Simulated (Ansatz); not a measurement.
# MnO2 (R-3m) in Ansatz: band structure with PBEsol

Aim: the band structure of MnO2 with PBEsol.

All numbers are computed with Ansatz 0.2.0; they aren't measurements. Logs are shortened: lines on timing, memory, paths and dates and some standing lists are left out, and cuts for length are marked.

## Step 1: The crystal as given

It takes space group R-3m (No. 166, trigonal). Conventional cell: a = 2.857 Å, b = 2.857 Å, c = 13.752 Å, α = 90.00°, β = 90.00°, γ = 120.00°. Mn (site symmetry -3m) is surrounded by 6 O at 1.90 Å. O (site symmetry 3m) has 3 Mn at 1.90 Å as nearest neighbours.

Measurements of this composition are mostly on another form, of space group No. 136.

## Step 2: Band structure, PBEsol, collinear spin, ferromagnetic start

input.yaml

```yaml
crystal:
  lattice:
    - [1.4284348394, 0.824707239, 4.5839315268]
    - [-1.4284348394, 0.824707239, 4.5839315268]
    - [0.0, -1.6494144781, 4.5839315268]
  atoms:
    - { symbol: Mn, position: [0.0, 0.0, 0.0], spin: 4.0 }
    - { symbol: O, position: [0.73563551, 0.73563551, 0.73563551] }
    - { symbol: O, position: [0.26436449, 0.26436449, 0.26436449] }
hamiltonian:
  xc: pbesol
  pseudopotentials: { kind: paw }
magnetization:
  spin_polarized: true
kpoints:
  mp_grid: { grid: [11, 11, 11] }
  band_path:
    path:
      - [[0.0, 0.0, 0.0], [0.5, 0.0, 0.0], [0.5, 0.1882457062, -0.1882457062]]
      - [[0.8117542938, 0.5, 0.1882457062], [0.5, 0.5, 0.5], [0.0, 0.0, 0.0], [0.3441228531, 0.0, -0.3441228531]]
      - [[0.6558771469, 0.3441228531, 0.0], [0.5, 0.5, 0.0], [0.6558771469, 0.6558771469, 0.1882457062], [0.5, 0.5, 0.5]]
      - [[0.5, 0.0, 0.0], [0.8117542938, 0.3441228531, 0.3441228531]]
    npoints: 14
scf:
  occupations: { method: fermi_dirac, width: 0.05 }
  n_extra_bands: 7
output:
  forces: true
  stress: true
  eigenvalues: true
  fatbands: true
```

Potentials or basis: Ansatz PAW.

Started as:

```console
$ ansatz run input.yaml --threads 2 --pin off --max-ram 5632MiB --backend cpu --events-out ev --progress --plain --runs-dir out
```

Output:

```text
Warning: RAYON_NUM_THREADS=2 ignored (pool sized by the plan → 2); use --threads N
basis.fft_grid_basis auto: the FFT boxes are laid along the combinations [[1, 0, -1], [0, 1, -1], [0, 0, 1]] of the cell's own vectors, 2.857, 2.857 and 4.872 Å long. The dense box has 20×20×36 points. Along the cell's own vectors, as sized, it would have 36×36×36, 3.24 times as many. Of the 12 symmetry operations that the crystal satisfies within crystal.symmetry.tolerance (time reversal apart; of a slab, those that keep its plane) the dense box along the cell's own vectors carries 12, and the one as laid loses 8 of those. basis.fft_grid_basis: typed keeps the cell's own vectors: state it where this run's energies or levels are differenced outside the engine with another run's, or held beside a run that keeps those vectors.
scf.n_extra_bands = 7 over 14 filled bands (N_el = 27.0): the run solves 21 bands
Engine: ansatz 0.2.0, x86_64-unknown-linux-gnu
Pseudopotentials: kind: paw
Pseudopotential: Mn, paw, valence charge 15, recommended cutoff 420 eV (normal), Mn.paw.azcp
Pseudopotential: O, paw, valence charge 6, recommended cutoff 420 eV (normal), O.paw.azcp
Functional definition: PBEsol
  exchange = pbesol_x
  correlation = pbesol_c
Crystal: 3 atoms, lattice volume = 32.400 Å³
Basis set: ecut = 420 eV, 651 PW (Γ), FFT grids on a1−a3, a2−a3, a3, exchange–correlation on 40×40×72 points (8 copies of the dense FFT grid, shifted against one another)
Bands: 21, of which v1, the nominal top of the filled ones, is band 14 counted from 1 (13 counted from 0)
Symmetry: 12 space group operations
Space group: R-3m (ITA 166), of the structure as read, at distance tolerance 3.2e-5 Å
Magnetic group: BNS 166.97 (UNI 1327), of the structure as read, at distance tolerance 3.2e-5 Å
k-points: 146 of 1331
Non-local potential: Mn, projectors of the file, l = 0: 3, l = 1: 2, l = 2: 3, l = 3: 1
Non-local potential: O, projectors of the file, l = 0: 2, l = 1: 2, l = 2: 1
PAW form: soft (Blöchl's): semilocal exchange-correlation on the pseudo side does not see the compensation charge
PAW frozen core: Mn, regenerated for the run's functional, and the local potential with it (the file was generated under x = pbe(κ = 0.804, μ = 0.2195149727645171), c = pbe(β = 0.06672455060314922))
PAW frozen core: O, regenerated for the run's functional, and the local potential with it (the file was generated under x = pbe(κ = 0.804, μ = 0.2195149727645171), c = pbe(β = 0.06672455060314922))
PAW one-centre angular grid: Mn, 590 points (default); XC on 64 Gauss nodes
PAW one-centre angular grid: O, 110 points (default); XC on 64 Gauss nodes
Initial density: superposition of atomic densities (chi_scale 0.1, normalization cell, long waves kept (reshape's long-wave potential 0.12 eV rms))
Starting moments: Σ|m| = 4 μB on 1 of 3 sites
Initial wavefunctions: pseudopotential atomic-orbital guess
Functional: x = pbesol(κ = 0.804, μ = 0.12345679012345678), c = pbesol(β = 0.046)
SCF iter   1: F=—  HF=-4990.322858 eV  |F-HF|=—  |Δ(HF+E_count)|=         —  Δρ=7.89e-2 (↑4.73e-2 ↓7.89e-2)  dr2=3.32e0  dr2_m=5.89e-1  M=3.000 μB ∫|m|=3.133 μB  β_m=0.30  ethr=3.10e-3  ⟨swp⟩=5.7  Hψ=27033  notcnv=0
Mixer restart at iter 1: flushing history
preconditioner: auto → none  [insulator: Δε(μ)=0.524 eV  Ē_g=14.867 eV  σ=0.050 eV  W_gap=0.99  n_scr=8 (ndim 8)  ℏωp=28.4 eV  f_vac=0.071  D(μ)=0.01/eV (n_scr^D=0)  ε∞_Penn≈4.7]
SCF iter   2: F=—  HF=-4990.623427 eV  |F-HF|=—  |Δ(HF+E_count)|=   3.01e-1  Δρ=5.84e-2 (↑5.84e-2 ↓2.97e-2)  dr2=4.72e-1  dr2_m=4.42e-1  M=3.000 μB ∫|m|=3.092 μB  β_m=0.32  ethr=3.10e-3  ⟨swp⟩=3.9  Hψ=14836  notcnv=0  defer=536
SCF iter   3: F=—  HF=-4990.241965 eV  |F-HF|=—  |Δ(HF+E_count)|=   3.81e-1  Δρ=3.09e-2 (↑2.69e-2 ↓3.09e-2)  dr2=1.93e-1  dr2_m=1.83e-1  M=3.000 μB ∫|m|=3.090 μB  β_m=0.42  ethr=1.75e-3  ⟨swp⟩=3.2  Hψ=11745  notcnv=0  defer=539
SCF iter   4: F=—  HF=-4990.338494 eV  |F-HF|=—  |Δ(HF+E_count)|=   9.65e-2  Δρ=6.43e-3 (↑5.21e-3 ↓6.43e-3)  dr2=3.89e-3  dr2_m=9.09e-3  M=3.000 μB ∫|m|=3.053 μB  β_m=0.50  ethr=7.13e-4  ⟨swp⟩=3.2  Hψ=12205  notcnv=0  defer=549
SCF iter   5: F=—  HF=-4990.347773 eV  |F-HF|=—  |Δ(HF+E_count)|=   9.28e-3  Δρ=2.29e-3 (↑2.29e-3 ↓1.87e-3)  dr2=2.58e-4  dr2_m=1.05e-3  M=3.000 μB ∫|m|=3.042 μB  β_m=0.73  ethr=1.44e-5  ⟨swp⟩=2.1  Hψ=12698  notcnv=0  defer=566
SCF iter   6: F=—  HF=-4990.348184 eV  |F-HF|=—  |Δ(HF+E_count)|=   4.11e-4  Δρ=7.42e-4 (↑6.54e-4 ↓7.42e-4)  dr2=1.87e-4  dr2_m=6.82e-5  M=3.000 μB ∫|m|=3.038 μB  β_m=0.72  ethr=9.54e-7  ⟨swp⟩=2.1  Hψ=10033  notcnv=0  defer=566
SCF iter   7: F=—  HF=-4990.348121 eV  |F-HF|=—  |Δ(HF+E_count)|=   6.22e-5  Δρ=1.59e-4 (↑1.43e-4 ↓1.59e-4)  dr2=2.51e-6  dr2_m=5.36e-6  M=3.000 μB ∫|m|=3.037 μB  β_m=0.82  ethr=6.92e-7  ⟨swp⟩=2.0  Hψ=9499  notcnv=0  defer=566
SCF iter   8: F=—  HF=-4990.348124 eV  |F-HF|=—  |Δ(HF+E_count)|=   3.06e-6  Δρ=6.37e-5 (↑4.23e-5 ↓6.37e-5)  dr2=3.41e-6  dr2_m=7.85e-8  M=3.000 μB ∫|m|=3.037 μB  β_m=0.84  ethr=9.30e-9  ⟨swp⟩=2.0  Hψ=9401  notcnv=0  defer=566
SCF iter   9: F=—  HF=-4990.348126 eV  |F-HF|=—  |Δ(HF+E_count)|=   1.03e-6  Δρ=1.19e-5 (↑1.19e-5 ↓7.41e-6)  dr2=1.01e-7  dr2_m=4.71e-9  M=3.000 μB ∫|m|=3.037 μB  β_m=0.92  ethr=9.30e-9  ⟨swp⟩=2.2  Hψ=8072  notcnv=0  defer=566
SCF iter  10: F=—  HF=-4990.348126 eV  |F-HF|=—  |Δ(HF+E_count)|=   5.33e-9  Δρ=7.54e-7 (↑7.54e-7 ↓4.92e-7)  dr2=5.82e-11  dr2_m=8.71e-11  M=3.000 μB ∫|m|=3.037 μB  β_m=0.94  ethr=3.75e-10  ⟨swp⟩=2.3  Hψ=8843  notcnv=0  defer=566
SCF iter  11: F=-4990.348126 eV  HF=-4990.348126 eV  |F-HF|=1.12e-10  |Δ(HF+E_count)|=  4.09e-11  Δρ=3.87e-7 (↑3.87e-7 ↓2.58e-7)  dr2=1.14e-10  dr2_m=1.96e-12  M=3.000 μB ∫|m|=3.037 μB  ethr=1.00e-12  ⟨swp⟩=6.9  Hψ=25737  notcnv=0
SCF 1 converged in 11 iterations: F = -4990.348126 eV  dr2 = 1.14e-10
NSCF: frozen V_eff on 130 k-points
SCF converged after 11 iterations
Magnetization: 3.0000 μB (15.0000 up, 12.0000 down)
Absolute magnetization: 3.0383 μB (∫|ρ↑−ρ↓|, with the PAW one-centre terms)
Spin contamination: 0.0369 ħ² per cell (⟨S²⟩ above its minimum at these occupations)
Per-site moments (μB) at R_I (Å): [(2.4898868956241658, 0.7848474296341197), (0.049016126383124414, 0.7848474296341199), (0.04901612638312449, 0.7848474296341197)]
Free energy (F): -4990.348126 eV
Harris-Foulkes:  -4990.348126 eV  (|F-HF|=1.12e-10)
Internal energy: -4990.348114 eV  (E = F + TS)
E sigma→0 (E₀):  -4990.348120 eV
Entropy (-TS):   -0.000012 eV (-0.004 meV/atom)
Fermi energy:    8.342804 eV
--- Per-component energies (eV) ---
  E_band       = -361.008653
  E_kinetic    = 648.142001
  E_local      = -3542.057003  (includes V_loc(G=0)·N_el)
  E_nonlocal   = 335.432129
  E_hartree    = 1443.528684
  E_xc         = -257.806616
  E_vxc        = -331.031138  (∫ρ·V_xc dr)
  E_paw        = -1569.334349  (= ΣΔE_a)
  E_vpaw       = -358.557258  (= ΣTr[D̂ρ^β])
  E_aug_tail   = 0.004796  (compensation charges beyond the density's cutoff)
  E_ewald      = -2048.497981
  E_core_change = 0.240226  (= ΣΔE_core)
  E_smearing   = -0.000012  (= −TS)
  E_closure    = 0.000000  (closes the sum)
  Σ components = -4990.348126   (vs F -4990.348126, Δ=0.00e0)
--- Forces (eV/Å), atoms counted from 1 ---
  atom   1  Mn     0.00000000     0.00000000     0.00000000
  atom   2  O      0.00000000     0.00000000    -0.16345099
  atom   3  O      0.00000000    -0.00000000     0.16345099
  max |Σ_I F_I| component: 1.31e-30 eV/Å
--- Stress (GPa, compression-positive) ---
       -2.726516       0.000000       0.000000
        0.000000      -2.726516      -0.000000
        0.000000      -0.000000      -0.574314
  P = ⅓ Tr σ = -2.0091 GPa (-20.091 kbar)
--- Band table (eV; the first three rows and the last of 292) ---
  k-point 0 ↑: bands = ["-73.3846", "-42.1597", "-42.1597", "-42.1585", "-11.6992", "-9.3201", "1.5127", "1.9148", "1.9148", "5.5691", "5.5691", "6.4764", "6.4764", "6.7394", "7.6414", "10.8141", "10.8141", "14.9254", "18.0517", "22.6894", "27.0447"]
  k-point 1 ↑: bands = ["-73.3831", "-42.1731", "-42.1627", "-42.1563", "-11.5891", "-9.3553", "1.6436", "1.8975", "2.0033", "5.1353", "5.2656", "6.4376", "6.7288", "6.8814", "7.6671", "10.5498", "10.7460", "15.3133", "18.4617", "22.7092", "26.1888"]
  k-point 2 ↑: bands = ["-73.3791", "-42.2090", "-42.1708", "-42.1504", "-11.2827", "-9.4502", "1.7815", "2.1136", "2.2391", "4.1898", "4.8100", "6.3603", "7.0125", "7.0669", "7.6489", "9.9914", "10.6074", "16.3124", "19.4476", "22.7676", "24.6363"]
  k-point 145 ↓: bands = ["-70.2158", "-39.1320", "-39.1197", "-38.9501", "-11.2936", "-9.4268", "2.6866", "2.9206", "3.3885", "5.7882", "6.0445", "6.2709", "8.8493", "8.9379", "10.4181", "11.9495", "12.1504", "17.6347", "18.1647", "21.9392", "27.3486"]
```

It took 14 s on 2 threads of AMD EPYC 7R43 (Zen 3), shared host; peak memory 0.48 GiB.

Results:

| Item | Value |
| --- | --- |
| Free energy | -4990.3481 eV |
| Pressure | -2.0 GPa |
| Largest force | 0.163 eV/Å |
| Band gap on the k mesh | 0.77 eV, indirect (least direct gap 0.83 eV) |
| Band gap along the path | 0.76 eV, indirect (least direct gap 0.83 eV) |
| Net moment | 3.00 μB per cell |
| Absolute moment | 3.04 μB per cell |
| Site moments | Mn +2.49; O +0.05 μB |

Forces in eV/Å, atoms in the order of the input:
```
Mn   0.000  0.000  0.000
O    0.000  0.000 -0.163
O    0.000  0.000  0.163
```

Levels at the corners of the path, in eV from the valence-band top:
Spin up:
```tsv
point	band 13	band 14	band 15	band 16	band 17	band 18
Γ	-1.48	-1.21	-0.31	2.86	2.86	6.97
L	-1.81	-1.74	-0.95	2.02	2.67	11.83
B1	-2.13	-0.89	-0.68	2.00	2.13	13.13
B	-2.13	-0.89	-0.68	2.00	2.13	13.13
Z	-1.53	-1.53	-0.07	2.89	2.89	9.08
Γ	-1.48	-1.21	-0.31	2.86	2.86	6.97
X	-2.15	-0.81	-0.73	2.01	2.11	13.25
Q	-2.15	-0.81	-0.73	2.01	2.11	13.25
F	-1.82	-1.81	-1.09	2.25	2.76	10.88
P1	-1.76	-1.75	-1.03	2.14	2.73	11.22
Z	-1.53	-1.53	-0.07	2.89	2.89	9.08
L	-1.81	-1.74	-0.95	2.02	2.67	11.83
P	-1.76	-1.75	-1.03	2.14	2.73	11.22
```
Spin down:
| point | band 10 | band 11 | band 12 | band 13 | band 14 | band 15 |
| --- | --- | --- | --- | --- | --- | --- |
| Γ | -1.39 | -1.39 | -1.04 | 0.76 | 0.76 | 2.44 |
| L | -3.47 | -2.79 | -2.14 | 1.17 | 1.53 | 1.84 |
| B1 | -3.26 | -2.80 | -2.40 | 1.12 | 1.89 | 1.98 |
| B | -3.26 | -2.80 | -2.40 | 1.12 | 1.89 | 1.98 |
| Z | -2.43 | -1.44 | -1.44 | 0.76 | 0.76 | 2.47 |
| Γ | -1.39 | -1.39 | -1.04 | 0.76 | 0.76 | 2.44 |
| X | -3.17 | -2.82 | -2.50 | 1.12 | 1.92 | 1.98 |
| Q | -3.17 | -2.82 | -2.50 | 1.12 | 1.92 | 1.98 |
| F | -2.90 | -2.87 | -1.85 | 0.96 | 1.53 | 1.84 |
| P1 | -2.95 | -2.88 | -1.89 | 1.02 | 1.54 | 1.83 |
| Z | -2.43 | -1.44 | -1.44 | 0.76 | 0.76 | 2.47 |
| L | -3.47 | -2.79 | -2.14 | 1.17 | 1.53 | 1.84 |
| P | -2.95 | -2.88 | -1.89 | 1.02 | 1.54 | 1.83 |

Caveat: the pressure holds a Pulay correction of +0.8 GPa for the finite cutoff; a cell with one magnetic atom can't hold antiferromagnetic order, which such compounds often take; the PAW data sets come from PBE, with cores solved anew for the run's functional, which leaves a small shift of forces and pressure.

## Step 3: For comparison

An earlier run on the cell as given: functional PBEsol; potentials or basis Ansatz PAW; cutoff 420 eV (not typed: the program's choice for these potentials); k mesh 11 × 11 × 11; occupations fermi-dirac, width 0.05 eV; collinear spin, ferromagnetic start; starting moments [4.0, 0.0, 0.0] μB.

- Pressure: -2.0 GPa
- Largest force: 0.163 eV/Å
- Band gap on the k mesh: 0.77 eV, indirect (least direct gap 0.83 eV)
- Net moment: 3.00 μB per cell
- Absolute moment: 3.04 μB per cell
- Site moments: Mn +2.49; O +0.05 μB
